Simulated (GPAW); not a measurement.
# ZnO (zincite) (P6_3mc) in GPAW: further runs, part 2 of 2

GPAW 26.7.0.

**3. Wannier functions, LDA**

The input, run.py:

```python
import json
import numpy as np
from ase.dft.bandgap import bandgap
from ase.dft.wannier import Wannier
from ase.io import read, write
from ase.units import GPa
from gpaw import GPAW, PW, setup_paths

setup_paths.insert(0, '.')

atoms = read('POSCAR')

calc = GPAW(mode=PW(800),
            xc='LDA',
            kpts={'size': (9, 9, 5), 'gamma': True},
            occupations={'name': 'fermi-dirac', 'width': 0.05},
            nbands=31,
            convergence={'density': 1e-05, 'energy': 1e-05},
            maxiter=150,
            txt='gpaw.txt')
atoms.calc = calc
energy = atoms.get_potential_energy()
forces = atoms.get_forces()
stress = atoms.get_stress()
calc.write('gs.gpw')
write('result.traj', atoms)
print(f'Energy: {energy:.6f} eV')
print('Forces (eV/A):')
print(forces.round(4))
print('Stress (GPa):', (stress / GPa).round(3))
print('Fermi level:', round(calc.get_fermi_level(), 4), 'eV')
print(f'Gap: {bandgap(calc)[0]:.4f} eV, direct: {bandgap(calc, direct=True)[0]:.4f} eV')

nocc = int(round(calc.get_number_of_electrons() / 2))
full = calc.fixed_density(kpts={'size': (5, 5, 5), 'gamma': True}, symmetry='off', nbands=nocc + 6,
                          convergence={'bands': nocc}, txt='full.txt')
wan, values = None, []
for seed in range(6):  # several starts, since the search can end in a local maximum
    trial = Wannier(nwannier=nocc, calc=full, nbands=nocc, functional='std',
                    initialwannier='random' if seed == 0 else 'random', rng=np.random.RandomState(seed))
    trial.localize(tolerance=1e-6)
    values.append(trial.get_functional_value())
    print(f'start {seed}: functional {values[-1]:.5f}', flush=True)
    if values[-1] == max(values):
        wan = trial
wan.localize(step=0.1, tolerance=1e-8)
wan.translate_all_to_cell((0, 0, 0))
centres, spreads = wan.get_centers(), wan.get_spreads()
for x, s in zip(centres, spreads):
    d = np.linalg.norm(atoms.repeat(3).positions - atoms.cell.sum(0) - x, axis=1)
    print(x.round(4), f'spread {s:.4f} A^2, nearest {atoms[d.argmin() % len(atoms)].symbol} at {d.min():.3f} A')
onsite = wan.get_hopping((0, 0, 0)).diagonal().real
print('On-site energies:', onsite.round(4))
json.dump({'centres': centres.tolist(), 'spreads': spreads.tolist(), 'onsite': onsite.tolist(), 'values': values},
          open('wannier.json', 'w'))
```

The input, POSCAR:

```
ZnO
1.0
    3.2493080000      0.0000000000      0.0000000000
   -1.6246540000      2.8139832727      0.0000000000
    0.0000000000      0.0000000000      5.2057090000
Zn O
2 2
Direct
    0.6666666667      0.3333333333      0.0000000000
    0.3333333333      0.6666666667      0.5000000000
    0.3333333333      0.6666666667      0.8790100000
    0.6666666667      0.3333333333      0.3790100000
```

Potentials or basis: PAW data sets generated in the run's folder for this functional, pw.

Launch:

```sh
gpaw-setup -f LDA O Zn
OMP_NUM_THREADS=1 python run.py
```

gpaw.txt:

```text
__  _  _
 | _ |_)|_||  |
 |__||  | ||/\| - 26.7.0

Input parameters:
  mode=PW(ecut=800.0),
  convergence={'density': 1e-05, 'energy': 1e-05},
  kpts=MonkhorstPack(size=(9, 9, 5), gamma=True),
  maxiter=150,
  nbands=31,
  occupations=Occupations(name='fermi-dirac', width=0.05),
  xc=XC(name='LDA')

Diagonalizing LCAO Hamiltonian
Converting LCAO to pw mode

        O

        Zn

           O

           Zn

Atoms  # Å, Bohr magnetons
|   | symbol |         x |        y |        z |    initial magnetic moments |
|---|--------|-----------|----------|----------|-----------------------------|
| 0 |     Zn |  1.624654 | 0.937994 | 0.000000 | ( 0.0000,  0.0000,  0.0000) |
| 1 |     Zn | -0.000000 | 1.875989 | 2.602854 | ( 0.0000,  0.0000,  0.0000) |
| 2 |      O | -0.000000 | 1.875989 | 4.575870 | ( 0.0000,  0.0000,  0.0000) |
| 3 |      O |  1.624654 | 0.937994 | 1.973016 | ( 0.0000,  0.0000,  0.0000) |

[... 165 lines left out ...]

Energy contributions:
  Kinetic:          35.179013
  Coulomb:         -31.176582
  Zero:              0.301804
  External:          0.000000
  Xc:              -26.177349
  Entropy:          -0.000007
  Spinorbit:         0.000000
  ----------------------------
  Free energy:     -21.873121
  Extrapolated:    -21.873117

dipole moment: (-0.000000, 0.000001, -8.292532)  # |e|*Ang

Fermi level: 3.875
Eigenvalues  # (at kpt = [0.000, 0.000, 0.000])
| band index |      eig [eV] | occ [0-2] |
|------------|---------------|-----------|
|          0 |       -14.327 |     2.000 |
|        ... |               |           |
|         10 |        -0.877 |     2.000 |
|         11 |        -0.877 |     2.000 |
|         12 |        -0.602 |     2.000 |
|         13 |         2.650 |     2.000 |
|         14 |         2.650 |     2.000 |
|         15 |         3.397 |     2.000 |
[... 8 lines left out ...]
|         24 |        17.384 |     0.000 |
|         25 |        17.384 |     0.000 |
|        ... |               |           |
|         30 |        23.133 |     0.000 |

Gap: 0.731 eV
Transition (v -> c):
  (s=0, k=0, n=17, [0.00, 0.00, 0.00]) -> (s=0, k=0, n=18, [0.00, 0.00, 0.00])
No difference between direct/indirect transitions

Forces  # eV/Ang
|        x |        y |        z |
|----------|----------|----------|
| -0.00000 |  0.00000 | -0.04731 |  # Zn   0
|  0.00000 |  0.00000 | -0.04732 |  # Zn   1
| -0.00000 | -0.00000 |  0.04722 |  # O    2
|  0.00000 |  0.00000 |  0.04734 |  # O    3

Stress tensor  # eV/Ang^3
|         x |         y |         z |
|-----------|-----------|-----------|
|  0.055686 | -0.000000 | -0.000000 |
| -0.000000 |  0.055686 |  0.000000 |
| -0.000000 |  0.000000 |  0.044672 |

# Writing to gs.gpw (mode='')
```

stdout:

```text
Energy: -21.873117 eV
Forces (eV/A):
[[-0.      0.     -0.0473]
 [ 0.      0.     -0.0473]
 [-0.     -0.      0.0472]
 [ 0.      0.      0.0473]]
Stress (GPa): [ 8.922  8.922  7.157  0.    -0.    -0.   ]
Fermi level: 3.8751 eV
Gap: 0.7307 eV, direct: 0.7307 eV
start 0: functional 35.03458
start 1: functional 34.50024
start 2: functional 35.03713
start 3: functional 35.04636
start 4: functional 35.03810
start 5: functional 35.04583
[1.6276 0.9322 5.2049] spread 0.1627 A^2, nearest Zn at 0.007 A
[1.3189 1.1231 2.1085] spread 0.7779 A^2, nearest O at 0.382 A
[1.606  0.9378 1.5928] spread 0.8070 A^2, nearest O at 0.381 A
[1.625  0.9417 0.0114] spread 0.1484 A^2, nearest Zn at 0.012 A
[1.6312 0.9437 5.2001] spread 0.1628 A^2, nearest Zn at 0.010 A
[0.0103 1.884  4.1954] spread 0.8075 A^2, nearest O at 0.381 A
[... 10 lines left out ...]
[0.313  1.6952 4.7011] spread 0.7767 A^2, nearest O at 0.383 A
[0.0057 1.8793 2.6134] spread 0.2041 A^2, nearest Zn at 0.012 A
On-site energies: [-0.9015 -3.0667 -3.0929 -0.9299 -0.9183 -3.0869 -0.8836 -0.8887 -0.9012
 -3.3884 -0.9405 -3.3105 -0.8949 -3.3501 -3.3472 -0.862  -3.0708 -0.8801]
```

It took 7.9 min on 1 thread of Arm Neoverse V2, shared host; peak memory 0.5 GiB.

What came out:

```yaml
Free_energy: -21.8731 eV
Pressure: -8.3 GPa
Largest_force: 0.047 eV/Å
Band_gap_on_the_k_mesh: 0.73 eV, direct
Total_Wannier_spread: 8.14 Å² over 18 functions
```

Forces on the atoms (eV/Å):
```
Zn   0.000  0.000 -0.047
Zn   0.000  0.000 -0.047
O    0.000  0.000  0.047
O    0.000  0.000  0.047
```

Stress tensor (GPa, compression positive):
```
-8.92  0.00  0.00
 0.00 -8.92  0.00
 0.00  0.00 -7.16
```

Levels at points of the mesh, in eV from the valence-band top:
```
           k point  band 14  band 15  band 16  band 17  band 18  band 19  band 20  band 21  band 22  band 23
(0.00, 0.00, 0.00)    -0.82    -0.82    -0.07     0.00     0.00     0.73     5.07     8.12    12.64    12.64
```

Wannier centres (Å) and spreads (Å²):
| function | x | y | z | spread |
| --- | --- | --- | --- | --- |
| 1 | 1.628 | 0.932 | 5.205 | 0.163 |
| 2 | 1.319 | 1.123 | 2.108 | 0.778 |
| 3 | 1.606 | 0.938 | 1.593 | 0.807 |
| 4 | 1.625 | 0.942 | 0.011 | 0.148 |
| 5 | 1.631 | 0.944 | 5.200 | 0.163 |
| 6 | 0.010 | 1.884 | 4.195 | 0.807 |
| 7 | -0.001 | 1.882 | 2.594 | 0.191 |
| 8 | 1.614 | 0.945 | 5.205 | 0.168 |
| 9 | -0.004 | 1.870 | 2.597 | 0.192 |
| 10 | -0.325 | 1.683 | 4.694 | 0.791 |
| 11 | -0.006 | 1.870 | 2.603 | 0.197 |
| 12 | -0.005 | 2.245 | 4.713 | 0.794 |
| 13 | 0.005 | 1.878 | 2.607 | 0.200 |
| 14 | 1.626 | 0.566 | 2.104 | 0.792 |
| 15 | 1.955 | 1.122 | 2.087 | 0.792 |
| 16 | 1.625 | 0.928 | 5.200 | 0.175 |
| 17 | 0.313 | 1.695 | 4.701 | 0.777 |
| 18 | 0.006 | 1.879 | 2.613 | 0.204 |

**4. Phonons, PW91+D3(BJ)**

The input, run.py:

```python
import json
import numpy as np
from ase import Atoms
from ase.calculators.mixing import SumCalculator
from ase.constraints import FixSymmetry
from ase.filters import FrechetCellFilter
from ase.io import write
from ase.optimize import BFGS
from dftd3.ase import DFTD3
from phonopy import Phonopy
from phonopy.structure.atoms import PhonopyAtoms
from gpaw import GPAW, PW, setup_paths

setup_paths.insert(0, '.')

atoms = Atoms(['Zn', 'Zn', 'O', 'O'],
              cell=[[3.249308, 0.0, 0.0],
                    [-1.624654, 2.8139832727, 0.0],
                    [0.0, 0.0, 5.205709]],
              scaled_positions=[[0.6666666667, 0.3333333333, 0.0],
                                [0.3333333333, 0.6666666667, 0.5],
                                [0.3333333333, 0.6666666667, 0.87901],
                                [0.6666666667, 0.3333333333, 0.37901]],
              pbc=True)

calc = GPAW(mode=PW(800),
            xc='GGA_X_PW91+GGA_C_PW91',
            kpts={'size': (7, 7, 4), 'gamma': True},
            occupations={'name': 'fermi-dirac', 'width': 0.05},
            nbands=31,
            convergence={'density': 1e-06, 'eigenstates': 1e-09},
            maxiter=150,
            txt='gpaw.txt')
atoms.calc = SumCalculator([calc, DFTD3(method='pw91', damping='d3bj')])
atoms.set_constraint(FixSymmetry(atoms))
BFGS(FrechetCellFilter(atoms), trajectory='relax.traj', logfile='-').run(fmax=0.005, steps=40)
atoms.set_constraint()
energy = atoms.get_potential_energy()
forces = atoms.get_forces()
stress = atoms.get_stress()
calc.write('gs.gpw')
write('result.traj', atoms)
print('Cell:', atoms.cell.cellpar().round(4))
print(atoms.get_scaled_positions().round(5))

def force_constants(scale):
    unit = PhonopyAtoms(symbols=atoms.get_chemical_symbols(), cell=atoms.cell[:] * scale**(1 / 3),
                        scaled_positions=atoms.get_scaled_positions())
    ph = Phonopy(unit, supercell_matrix=np.diag([1, 1, 1]), primitive_matrix=np.eye(3), symprec=1e-4)
    ph.generate_displacements(distance=0.01)
    forces = []
    for i, sc in enumerate(ph.supercells_with_displacements):
        a = Atoms(sc.symbols, cell=sc.cell, scaled_positions=sc.scaled_positions, pbc=True)
        c = GPAW(mode=PW(680),
                 xc='GGA_X_PW91+GGA_C_PW91',
                 kpts={'size': (7, 7, 4), 'gamma': True},
                 occupations={'name': 'fermi-dirac', 'width': 0.05},
                 nbands=31,
                 convergence={'density': 1e-06, 'eigenstates': 1e-09},
                 maxiter=150,
                 txt=f'disp-{scale:.3f}-{i:02d}.txt')
        a.calc = SumCalculator([c, DFTD3(method='pw91', damping='d3bj')])
        f = a.get_forces()
        forces.append(f - f.mean(axis=0))
        print(f'displacement {i}: drift', f.mean(axis=0).round(5), flush=True)
    ph.forces = forces
    ph.produce_force_constants()
    ph.symmetrize_force_constants()
    return ph

qpoints = [[0.0, 0.0, 0.0]]
results = {}
for scale in [1.0]:
    ph = force_constants(scale)
    ph.run_qpoints(qpoints)
    nu = ph.qpoints.frequencies * 33.35641  # THz to cm^-1
    results[f'{scale:.3f}'] = nu.tolist()
    for qp, f in zip(qpoints, nu):
        print(scale, np.round(qp, 4), f.round(2))
json.dump(results, open('phonons.json', 'w'))
```

Potentials or basis: PAW data sets generated in the run's folder for this functional, pw.

Launch:

```sh
gpaw-setup -f GGA_X_PW91+GGA_C_PW91 O Zn
OMP_NUM_THREADS=1 python run.py
```

gpaw.txt:

```text
__  _  _
 | _ |_)|_||  |
 |__||  | ||/\| - 26.7.0

Input parameters:
  mode=PW(ecut=800.0),
  convergence={'density': 1e-06, 'eigenstates': 1e-09},
  kpts=MonkhorstPack(size=(7, 7, 4), gamma=True),
  maxiter=150,
  nbands=31,
  occupations=Occupations(name='fermi-dirac', width=0.05),
  xc=XC(name='GGA_X_PW91+GGA_C_PW91')

Diagonalizing LCAO Hamiltonian
Converting LCAO to pw mode

        O

        Zn

           O

           Zn

Atoms  # Å, Bohr magnetons
|   | symbol |        x |        y |        z |    initial magnetic moments |
|---|--------|----------|----------|----------|-----------------------------|
| 0 |     Zn | 1.624654 | 0.937994 | 0.000000 | ( 0.0000,  0.0000,  0.0000) |
| 1 |     Zn | 0.000000 | 1.875989 | 2.602854 | ( 0.0000,  0.0000,  0.0000) |
| 2 |      O | 0.000000 | 1.875989 | 4.575870 | ( 0.0000,  0.0000,  0.0000) |
| 3 |      O | 1.624654 | 0.937994 | 1.973016 | ( 0.0000,  0.0000,  0.0000) |

Unit cell  # Å
| periodic |         x |        y |        z |  lengths |     angles |
|----------|-----------|----------|----------|----------|------------|
|      yes |  3.249308 | 0.000000 | 0.000000 | 3.249308 |  90.000000 |
|      yes | -1.624654 | 2.813983 | 0.000000 | 3.249308 |  90.000000 |
|      yes |  0.000000 | 0.000000 | 5.205709 | 5.205709 | 120.000000 |

Number of symmetries: 6
Symmetry operations  # r_c * U_cc + t_c -> r_c
|   | kind |            matrix            |
|---|------|------------------------------|
| 0 |  σ   |  1, 1, 0,  0,-1, 0,  0, 0, 1 |
| 1 |  E   |  1, 0, 0,  0, 1, 0,  0, 0, 1 |
| 2 |  C3  |  0, 1, 0, -1,-1, 0,  0, 0, 1 |
| 3 |  σ   |  0,-1, 0, -1, 0, 0,  0, 0, 1 |
| 4 |  σ   | -1, 0, 0,  1, 1, 0,  0, 0, 1 |
| 5 |  C3  | -1,-1, 0,  1, 0, 0,  0, 0, 1 |
[... 220 lines left out ...]
Atoms  # Å, Bohr magnetons
|   | symbol |        x |        y |         z |    initial magnetic moments |
|---|--------|----------|----------|-----------|-----------------------------|
| 0 |     Zn | 1.625057 | 0.938227 | -0.000976 | ( 0.0000,  0.0000,  0.0000) |
| 1 |     Zn | 0.000000 | 1.876454 |  2.603722 | ( 0.0000,  0.0000,  0.0000) |
| 2 |      O | 0.000000 | 1.876454 |  4.580097 | ( 0.0000,  0.0000,  0.0000) |
| 3 |      O | 1.625057 | 0.938227 |  1.975398 | ( 0.0000,  0.0000,  0.0000) |

Unit cell  # Å
| periodic |         x |        y |        z |  lengths |     angles |
|----------|-----------|----------|----------|----------|------------|
[... 971 lines left out ...]
|      yes | -0.000000 | -0.000000 |  5.238652 
[... cut ...]
kind |    occ | energy [eV] | rcut [Å] |
    |------|--------|-------------|----------|
    |   4s |  2.000 |      -6.044 |    1.286 |
    |   4p |  0.000 |      -1.173 |    1.270 |
    |   3d | 10.000 |     -10.227 |    1.180 |
    |    s |        |      21.167 |    1.286 |
    |    p |        |      26.038 |    1.270 |
    |    d |        |      16.985 |    1.180 |
[... 145 lines left out ...]
           Zn

Atoms  # Å, Bohr magnetons
|   | symbol |        x |        y |        z |    initial magnetic moments |
|---|--------|----------|----------|----------|-----------------------------|
| 0 |     Zn | 1.626385 | 0.938994 | 0.000097 | ( 0.0000,  0.0000,  0.0000) |
| 1 |     Zn | 0.000000 | 1.877988 | 2.624595 | ( 0.0000,  0.0000,  0.0000) |
| 2 |      O | 0.000000 | 1.877988 | 4.613365 | ( 0.0000,  0.0000,  0.0000) |
| 3 |      O | 1.626385 | 0.938994 | 1.988866 | ( 0.0000,  0.0000,  0.0000) |

Unit cell  # Å
| periodic |         x |         y |        z |  lengths |     angles |
|----------|-----------|-----------|----------|----------|------------|
|      yes |  3.252770 |  0.000000 | 0.000000 | 3.252770 |  90.000000 |
|      yes | -1.626385 |  2.816982 | 0.000000 | 3.252770 |  90.000000 |
|      yes | -0.000000 | -0.000000 | 5.248998 | 5.248998 | 120.000000 |
[... 143 lines left out ...]
SCF iterations
|iter     | |      energy | eigst |  dens |
|---------|-|-------------|-------|-------|
|iter:   1| |  -18.731223 | -2.82 |       |
|iter:   2| |  -18.731240 | -4.85 | -3.11 |
|iter:   3| |  -18.731412c| -4.39 | -3.14 |
|iter:   4| |  -18.731444c| -6.11 | -3.74 |
|iter:   5| |  -18.731449c| -7.22 | -4.18 |
|iter:   6| |  -18.731449c| -8.53 | -4.79 |
|iter:   7| |  -18.731449c| -9.61c| -5.23 |
|iter:   8| |  -18.731449c|-10.23c| -5.64 |
|iter:   9| |  -18.731449c| -9.45c| -6.09c|

Converged in 9 steps
Energy contributions relative to reference atoms: (reference = -101830.624803)

Energy contributions:
  Kinetic:          41.886185
  Coulomb:         -36.972576
  Zero:              0.378836
  External:          0.000000
  Xc:              -24.023891
  Entropy:          -0.000007
  Spinorbit:         0.000000
  ----------------------------
  Free energy:     -18.731453
  Extrapolated:    -18.731449
[... 215 lines left out ...]
SCF iterations
|iter     | |      energy | eigst |  dens |
|---------|-|-------------|-------|-------|
|iter:   1| |  -18.731204 | -3.68 |       |
|iter:   2| |  -18.731240 | -5.84 | -3.33 |
|iter:   3| |  -18.731559c| -5.04 | -3.35 |
|iter:   4| |  -18.731586c| -6.81 | -3.95 |
|iter:   5| |  -18.731587c| -7.92 | -4.38 |
|iter:   6| |  -18.731589c| -8.64 | -4.57 |
|iter:   7| |  -18.731589c| -9.82c| -5.41 |
|iter:   8| |  -18.731589c|-10.72c| -5.81 |
|iter:   9| |  -18.731589c|-10.18c| -6.40c|

Converged in 9 steps
Energy contributions relative to reference atoms: (reference = -101830.624803)

Energy contributions:
  Kinetic:          41.861955
  Coulomb:         -36.953679
  Zero:              0.378899
  External:          0.000000
  Xc:              -24.018762
  Entropy:          -0.000007
  Spinorbit:         0.000000
  ----------------------------
  Free energy:     -18.731593
  Extrapolated:    -18.731589
[... 40 lines left out ...]
Forces  # eV/Ang
|        x |       y |        z |
|----------|---------|----------|
| -0.00000 | 0.00000 | -0.00070 |  # Zn   0
| -0.00000 | 0.00000 | -0.00083 |  # Zn   1
|  0.00000 | 0.00000 |  0.00162 |  # O    2
|  0.00000 | 0.00000 |  0.00114 |  # O    3

# Writing to gs.gpw (mode='')
```

stdout:

```text
Step          Energy          fmax
BFGS:    0      -19.356527        0.198259
BFGS:    1      -19.357445        0.170569
BFGS:    2      -19.359868        0.036123
BFGS:    3      -19.359989        0.032120
BFGS:    4      -19.360286        0.022290
BFGS:    5      -19.360378        0.015553
BFGS:    6      -19.360402        0.017264
BFGS:    7      -19.360405        0.016279
BFGS:    8      -19.360441        0.020428
BFGS:    9      -19.360465        0.018361
BFGS:   10      -19.360497        0.009088
BFGS:   11      -19.360527        0.002086
Cell: [  3.2525   3.2525   5.2506  90.      90.     120.    ]
[[0.66667 0.33333 0.99999]
 [0.33333 0.66667 0.49999]
 [0.33333 0.66667 0.87893]
 [0.66667 0.33333 0.37893]]
displacement 0: drift [-1.30e-04 -1.00e-05 -3.34e-03]
displacement 1: drift [ 1.00e-04 -1.00e-05 -3.39e-03]
displacement 2: drift [-2.3e-04 -6.0e-05 -3.0e-03]
displacement 3: drift [ 1.90e-04 -4.00e-05 -2.92e-03]
1.0 [0. 0. 0.] [ -0.     0.     0.    93.45  93.45 251.72 363.77 384.61 384.61 417.97
 417.97 526.77]
```

Wall time 16 min (1 thread of Arm Neoverse V1, shared host); peak memory 0.59 GiB.

Results:

| Property | Result |
| --- | --- |
| Free energy | -19.3605 eV |
| Relaxed volume | 12.03 Å³/atom |
| Relaxed cell | a = 3.253 Å, b = 3.253 Å, c = 5.251 Å, α = 90.00°, β = 90.00°, γ = 120.00° |
| Space group after relaxing (to 0.05 Å) | P6_3mc (No. 186) |
| Pressure after relaxing | 0.0 GPa |
| Band gap on the k mesh | 0.78 eV, direct |
| Highest phonon frequency at Γ, LO-TO splitting left out | 527 cm⁻¹ |
| Dispersion energy per atom | -0.157 eV |

Forces on the atoms (eV/Å):
```
Zn   0.000  0.000 -0.001
Zn   0.000  0.000 -0.002
O    0.000  0.000  0.002
O    0.000  0.000  0.002
```

Final structure:
```
CELL_PARAMETERS angstrom
3.25255 0.00000 0.00000
-1.62627 2.81679 0.00000
0.00000 0.00000 5.25062
ATOMIC_POSITIONS crystal
Zn 0.66667 0.33333 0.99999
Zn 0.33333 0.66667 0.49999
O 0.33333 0.66667 0.87893
O 0.66667 0.33333 0.37893
```

Phonon frequencies in cm⁻¹ (negative: imaginary):
```csv
q point,frequencies
"(0.000, 0.000, 0.000)",0 0 0 93 93 252 364 385 385 418 418 527
```

Caveat: the cutoff is short for stress and forces, so pressures can be off by a GPa or more; the LO-TO splitting is left out.

**5. Against experiment**

Step 3. Measured gap of ZnO: 3.37 eV (quoted in “Electronic structure of alkaline earth and post-transition metal oxides”, 2009, arxiv:0908.1581). This calculation gives 0.73 eV (-2.64 eV). So large a miss can be the level of theory's own, or it may mean another phase, state or a wrong row. The value is that of LDA, without temperature or zero-point motion. Semilocal functionals fall short of measured gaps as a rule.

Step 4. Against the measured gap of ZnO, 3.37 eV (quoted in “Electronic structure of alkaline earth and post-transition metal oxides”, 2009, arxiv:0908.1581), the calculated 0.78 eV is off by -2.59 eV. So large a miss can be the level of theory's own, or it may mean another phase, state or a wrong row. The value is that of PW91+D3(BJ), without temperature or zero-point motion. Semilocal functionals fall short of measured gaps as a rule.
